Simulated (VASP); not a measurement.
Calculation: LDA (Ceperley-Alder, Perdew-Zunger), VASP's LDA PAW potentials (set 64) (plane waves; VASP).

VASP input:

INCAR:
```
# general
SYSTEM  =BeO
PREC    =Accurate
ENCUT   =520
LREAL   =F
LASPH   =T   # aspherical one-centre terms

# electronic loop
EDIFF   =1E-8
NELM    =100   # most electronic steps
ALGO    =Normal   # blocked Davidson

# smearing
ISMEAR  =0   # Gaussian
SIGMA   =0.01   # width (eV)

# ions
IBRION  =8   # DFPT with symmetry
NSW     =1   # most ionic steps

# output
LWAVE   =F
LCHARG  =F

# other
LEPSILON=T
```

**POSCAR**
```
BeO
8.6597270
  0.1539844881  -0.2667090026   0.0000000000
  0.1539844881   0.2667090026   0.0000000000
  0.0000000000   0.0000000000   0.5000000275
Be O
2 2
Cartesian
  0.1539844881  -0.0889031787   0.2500303993
  0.1539844881   0.0889031787   0.0000303855
  0.1539844881  -0.0889031787   0.4389696386
  0.1539844881   0.0889031787   0.1889696249
```

KPOINTS:
```
Regular mesh
0
gamma
 9 9 5
0 0 0
```

POTCAR, in this order: Be O (LDA.64 set). Program: vasp_std.

Output

OSZICAR:
```
...
 Linear response to external field, progress :
  Direction:   2
       N       E                     dE             d eps       ncg     rms          rms(c)
RMM:   1    -0.161657576548E+00   -0.16166E+00   -0.37812E-01  5292   0.247E+00
RMM:   2    -0.160287643731E+00    0.13699E-02   -0.21295E-03  4624   0.307E-01    0.634E-01
RMM:   3    -0.156699882001E+00    0.35878E-02   -0.21709E-03  4595   0.403E-01    0.374E-01
RMM:   4    -0.162439259869E+00   -0.57394E-02   -0.36319E-03  4746   0.528E-01    0.361E-02
RMM:   5    -0.163026098500E+00   -0.58684E-03   -0.60657E-05  5068   0.726E-02    0.485E-03
RMM:   6    -0.163056752743E+00   -0.30654E-04   -0.12834E-05  5158   0.597E-03    0.228E-03
RMM:   7    -0.163078909734E+00   -0.22157E-04   -0.10924E-06  5011   0.173E-03    0.278E-04
RMM:   8    -0.163085596332E+00   -0.66866E-05   -0.72920E-07  5217   0.462E-04    0.525E-05
RMM:   9    -0.163085733133E+00   -0.13680E-06   -0.21009E-07  4247   0.128E-04    0.145E-05
RMM:  10    -0.163085690449E+00    0.42683E-07   -0.10874E-08  3015   0.882E-05    0.324E-06
 Linear response to external field, progress :
  Direction:   3
       N       E                     dE             d eps       ncg     rms          rms(c)
RMM:   1    -0.166259771762E+00   -0.16626E+00   -0.40800E-01  1579   0.246E+00
RMM:   2    -0.164797900813E+00    0.14619E-02   -0.23732E-03  1449   0.305E-01    0.640E-01
RMM:   3    -0.161411012811E+00    0.33869E-02   -0.20245E-03  1369   0.393E-01    0.379E-01
RMM:   4    -0.167250944174E+00   -0.58399E-02   -0.33675E-03  1394   0.520E-01    0.347E-02
RMM:   5    -0.167797807605E+00   -0.54686E-03   -0.62371E-05  1537   0.737E-02    0.620E-03
RMM:   6    -0.167851362796E+00   -0.53555E-04   -0.88903E-07  1524   0.856E-03    0.214E-03
RMM:   7    -0.167866313764E+00   -0.14951E-04   -0.71106E-08  1526   0.203E-03    0.106E-03
RMM:   8    -0.167879375217E+00   -0.13061E-04   -0.21694E-08  1542   0.869E-04    0.637E-05
RMM:   9    -0.167880213159E+00   -0.83794E-06   -0.84957E-09  1285   0.160E-04    0.301E-05
RMM:  10    -0.167879813629E+00    0.39953E-06   -0.84352E-09   838   0.819E-05    0.522E-06
 Linear response DOF=           4
 Linear response progress:
  Degree of freedom:   1/  4
       N       E                     dE             d eps       ncg     rms          rms(c)
RMM:   1    -0.973153597732E-02   -0.97315E-02   -0.59578E-04 11086   0.116E+00
RMM:   2    -0.832563816972E-02    0.14059E-02   -0.72638E-04  8573   0.223E-01    0.922E-02
RMM:   3    -0.820883610463E-02    0.11680E-03   -0.11575E-04  8623   0.837E-02    0.505E-02
RMM:   4    -0.827904589184E-02   -0.70210E-04   -0.12512E-04  8441   0.915E-02    0.617E-03
RMM:   5    -0.828779350874E-02   -0.87476E-05    0.11500E-05  8851   0.117E-02    0.588E-04
RMM:   6    -0.828847840450E-02   -0.68490E-06    0.17632E-06  8555   0.153E-03    0.291E-04
RMM:   7    -0.828800141925E-02    0.47699E-06    0.72634E-07  8946   0.484E-04    0.364E-05
RMM:   8    -0.828809114143E-02   -0.89722E-07    0.17679E-07  9553   0.117E-04    0.136E-05
RMM:   9    -0.828806419211E-02    0.26949E-07    0.43189E-08 10790   0.514E-05    0.180E-06
RMM:  10    -0.828806828318E-02   -0.40911E-08   -0.20485E-09 10815   0.365E-05    0.596E-07
 Linear response progress:
  Degree of freedom:   2/  4
       N       E                     dE             d eps       ncg     rms          rms(c)
RMM:   1    -0.267298917722E-01   -0.26730E-01   -0.55392E-02  3492   0.179E+00
RMM:   2    -0.121627766332E-01    0.14567E-01   -0.35541E-03  2091   0.428E-01    0.101E-01
RMM:   3    -0.117726290276E-01    0.39015E-03   -0.37133E-04  2129   0.140E-01    0.495E-02
RMM:   4    -0.117433117969E-01    0.29317E-04   -0.24378E-04  2162   0.712E-02    0.177E-02
RMM:   5    -0.117477290742E-01   -0.44173E-05   -0.76140E-05  2181   0.282E-02    0.463E-03
RMM:   6    -0.117403626969E-01    0.73664E-05    0.51336E-06  2153   0.994E-03    0.986E-04
RMM:   7    -0.117400865236E-01    0.27617E-06   -0.78888E-07  2225   0.243E-03    0.578E-04
RMM:   8    -0.117399015753E-01    0.18495E-06    0.28500E-06  2142   0.140E-03    0.831E-05
RMM:   9    -0.117401540890E-01   -0.25251E-06   -0.25890E-07  2337   0.214E-04    0.182E-05
RMM:  10    -0.117401631434E-01   -0.90544E-08    0.25944E-07  2471   0.900E-05    0.469E-06
RMM:  11    -0.117401504627E-01    0.12681E-07   -0.11531E-07  2537   0.679E-05    0.172E-06
RMM:  12    -0.117401547827E-01   -0.43199E-08    0.49527E-07  2337   0.652E-05    0.200E-07
RMM:  13    -0.117401574891E-01   -0.27065E-08    0.14247E-07  1883   0.623E-05    0.101E-07
RMM:  14    -0.117401596733E-01   -0.21842E-08    0.15788E-07  1875   0.626E-05    0.477E-08
 Linear response progress:
  Degree of freedom:   3/  4
       N       E                     dE             d eps       ncg     rms          rms(c)
RMM:   1    -0.347624721488E+00   -0.34762E+00    0.35967E-01  9165   0.507E+00
RMM:   2    -0.345429861696E+00    0.21949E-02   -0.42450E-03  8096   0.523E-01    0.174E-01
RMM:   3    -0.346936636310E+00   -0.15068E-02   -0.66086E-04  7391   0.213E-01    0.919E-02
RMM:   4    -0.349379375384E+00   -0.24427E-02   -0.68474E-04  7358   0.216E-01    0.195E-02
RMM:   5    -0.349383543153E+00   -0.41678E-05   -0.12307E-05  8524   0.349E-02    0.146E-03
RMM:   6    -0.349410113167E+00   -0.26570E-04    0.20413E-05  8911   0.516E-03    0.708E-04
RMM:   7    -0.349403945794E+00    0.61674E-05    0.72991E-06  8893   0.109E-03    0.946E-05
RMM:   8    -0.349405766237E+00   -0.18204E-05    0.69144E-07  8651   0.340E-04    0.248E-05
RMM:   9    -0.349405461047E+00    0.30519E-06    0.94437E-07 10645   0.144E-04    0.445E-06
RMM:  10    -0.349405537231E+00   -0.76184E-07    0.43996E-07 12040   0.105E-04    0.251E-06
RMM:  11    -0.349405510622E+00    0.26609E-07    0.44970E-07 12182   0.102E-04    0.237E-07
RMM:  12    -0.349405506945E+00    0.36771E-08    0.60705E-07 11629   0.101E-04    0.103E-07
RMM:  13    -0.349405506370E+00    0.57432E-09    0.33699E-07 11731   0.101E-04    0.679E-08
 Linear response progress:
  Degree of freedom:   4/  4
       N       E                     dE             d eps       ncg     rms          rms(c)
RMM:   1    -0.380429634780E+00   -0.38043E+00    0.39582E-01  2217   0.505E+00
RMM:   2    -0.377042526355E+00    0.33871E-02   -0.46399E-03  2051   0.532E-01    0.179E-01
RMM:   3    -0.377794105727E+00   -0.75158E-03   -0.15541E-03  1848   0.297E-01    0.872E-02
RMM:   4    -0.379515071445E+00   -0.17210E-02   -0.13746E-03  2035   0.241E-01    0.211E-02
RMM:   5    -0.379554553561E+00   -0.39482E-04   -0.32794E-05  2110   0.429E-02    0.826E-03
RMM:   6    -0.379699181587E+00   -0.14463E-03   -0.64834E-07  1963   0.124E-02    0.189E-03
RMM:   7    -0.379683838123E+00    0.15343E-04   -0.60355E-07  2088   0.383E-03    0.532E-04
RMM:   8    -0.379684116503E+00   -0.27838E-06    0.10289E-08  2203   0.145E-03    0.128E-04
RMM:   9    -0.379685109063E+00   -0.99256E-06    0.16750E-07  2202   0.430E-04    0.856E-05
RMM:  10    -0.379684545751E+00    0.56331E-06   -0.33876E-08  2291   0.246E-04    0.137E-05
RMM:  11    -0.379684606634E+00   -0.60882E-07   -0.15635E-08  2469   0.876E-05    0.376E-06
RMM:  12    -0.379684635937E+00   -0.29303E-07   -0.27499E-08  2564   0.756E-05    0.255E-06
RMM:  13    -0.379684633779E+00    0.21574E-08   -0.21887E-08  2401   0.708E-05    0.218E-07
 Linear response finished
```

### OUTCAR
```
------------------------ aborting loop because EDIFF is reached ----------------------------------------

 HEAD OF MICROSCOPIC STATIC DIELECTRIC TENSOR (INDEPENDENT PARTICLE, excluding Hartree and local field effects)
 ------------------------------------------------------
           3.175304     0.000000     0.000000
           0.000000     3.175305    -0.000000
           0.000000    -0.000000     3.236571
 ------------------------------------------------------

 MACROSCOPIC STATIC DIELECTRIC TENSOR (including local field effects in DFT)
 ------------------------------------------------------
           3.072007     0.000000     0.000000
           0.000000     3.072008     0.000000
           0.000000     0.000000     3.136710
 ------------------------------------------------------

 PIEZOELECTRIC TENSOR (including local field effects)  for field in x, y, z        (e  Angst)
          XX          YY          ZZ          XY          YZ          ZX
  --------------------------------------------------------------------------------
  x     0.00000     0.00000     0.00000     0.00000     0.00000     0.59709
  y     0.00000     0.00000    -0.00000     0.00000     0.59709     0.00000
  z     0.49848     0.49848    -0.97012     0.00000     0.00000     0.00000

 PIEZOELECTRIC TENSOR (including local field effects)  for field in x, y, z        (C/m^2)
          XX          YY          ZZ          XY          YZ          ZX
  --------------------------------------------------------------------------------
  x     0.00000     0.00000     0.00000     0.00000     0.00000     0.35870
  y     0.00000     0.00000    -0.00000     0.00000     0.35870     0.00000
  z     0.29945     0.29945    -0.58279     0.00000     0.00000     0.00000

 BORN EFFECTIVE CHARGES (including local field effects) (in |e|, cummulative output)
 ---------------------------------------------------------------------------------
 ion    1
    1     1.77092     0.00000     0.00000
    2     0.00000     1.77092     0.00000
    3     0.00000     0.00000     1.83196
 ion    2
    1     1.77092    -0.00000     0.00000
    2     0.00000     1.77092     0.00000
    3    -0.00000    -0.00000     1.83196
 ion    3
    1    -1.77092    -0.00000     0.00000
    2     0.00000    -1.77092     0.00000
    3     0.00000     0.00000    -1.83196
 ion    4
    1    -1.77092     0.00000     0.00000
    2     0.00000    -1.77092     0.00000
    3     0.00000     0.00000    -1.83196

   1 f  =   26.766140 THz   168.176620 2PiTHz  892.822338 cm-1   110.695812 meV
             X         Y         Z           dx          dy          dz
      1.333464 -0.769877  2.165195     0.000000   -0.000000    0.694337
      1.333464  0.769877  0.000263     0.000000   -0.000000   -0.694337
      1.333464 -0.769877  3.801357    -0.000000    0.000000    0.133778
      1.333464  0.769877  1.636425    -0.000000    0.000000   -0.133778

   2 f  =   22.579239 THz   141.869543 2PiTHz  753.162344 cm-1    93.380187 meV
             X         Y         Z           dx          dy          dz
      1.333464 -0.769877  2.165195    -0.000000   -0.565537   -0.000000
      1.333464  0.769877  0.000263    -0.000000   -0.565537    0.000000
      1.333464 -0.769877  3.801357     0.000000    0.424462    0.000000
      1.333464  0.769877  1.636425     0.000000    0.424462    0.000000

   3 f  =   22.579235 THz   141.869519 2PiTHz  753.162215 cm-1    93.380171 meV
             X         Y         Z           dx          dy          dz
      1.333464 -0.769877  2.165195     0.565537   -0.000000    0.000000
      1.333464  0.769877  0.000263     0.565537   -0.000000    0.000000
      1.333464 -0.769877  3.801357    -0.424462    0.000000    0.000000
      1.333464  0.769877  1.636425    -0.424462    0.000000    0.000000

   4 f  =   21.630760 THz   135.910075 2PiTHz  721.524498 cm-1    89.457596 meV
             X         Y         Z           dx          dy          dz
      1.333464 -0.769877  2.165195     0.000000    0.000000    0.133778
      1.333464  0.769877  0.000263    -0.000000   -0.000000   -0.133778
      1.333464 -0.769877  3.801357     0.000000    0.000000   -0.694337
      1.333464  0.769877  1.636425    -0.000000   -0.000000    0.694337

   5 f  =   21.477597 THz   134.947723 2PiTHz  716.415528 cm-1    88.824165 meV
             X         Y         Z           dx          dy          dz
      1.333464 -0.769877  2.165195     0.000000    0.580086    0.000000
      1.333464  0.769877  0.000263    -0.000000   -0.580086    0.000000
      1.333464 -0.769877  3.801357     0.000000    0.404351   -0.000000
      1.333464  0.769877  1.636425    -0.000000   -0.404351   -0.000000

   6 f  =   21.477594 THz   134.947700 2PiTHz  716.415406 cm-1    88.824150 meV
             X         Y         Z           dx          dy          dz
      1.333464 -0.769877  2.165195    -0.580086    0.000000    0.000000
      1.333464  0.769877  0.000263     0.580086   -0.000000    0.000000
      1.333464 -0.769877  3.801357    -0.404351    0.000000   -0.000000
      1.333464  0.769877  1.636425     0.404351   -0.000000    0.000000

   7 f  =   21.313476 THz   133.916518 2PiTHz  710.941028 cm-1    88.145414 meV
             X         Y         Z           dx          dy          dz
      1.333464 -0.769877  2.165195     0.000000   -0.000000    0.565614
      1.333464  0.769877  0.000263    -0.000000    0.000000    0.565614
      1.333464 -0.769877  3.801357     0.000000   -0.000000   -0.424359
      1.333464  0.769877  1.636425    -0.000000    0.000000   -0.424359

   8 f  =    9.909498 THz    62.263211 2PiTHz  330.545266 cm-1    40.982371 meV
             X         Y         Z           dx          dy          dz
      1.333464 -0.769877  2.165195     0.000000   -0.404351    0.000000
      1.333464  0.769877  0.000263    -0.000000    0.404351   -0.000000
      1.333464 -0.769877  3.801357    -0.000000    0.580086    0.000000
      1.333464  0.769877  1.636425     0.000000   -0.580086    0.000000

   9 f  =    9.909496 THz    62.263200 2PiTHz  330.545210 cm-1    40.982364 meV
             X         Y         Z           dx          dy          dz
      1.333464 -0.769877  2.165195    -0.404351   -0.000000    0.000000
      1.333464  0.769877  0.000263     0.404351    0.000000   -0.000000
      1.333464 -0.769877  3.801357     0.580086    0.000000   -0.000000
...
```
(Selected blocks of OUTCAR.)

The compound is BeO in the wurtzite structure. It was relaxed first.
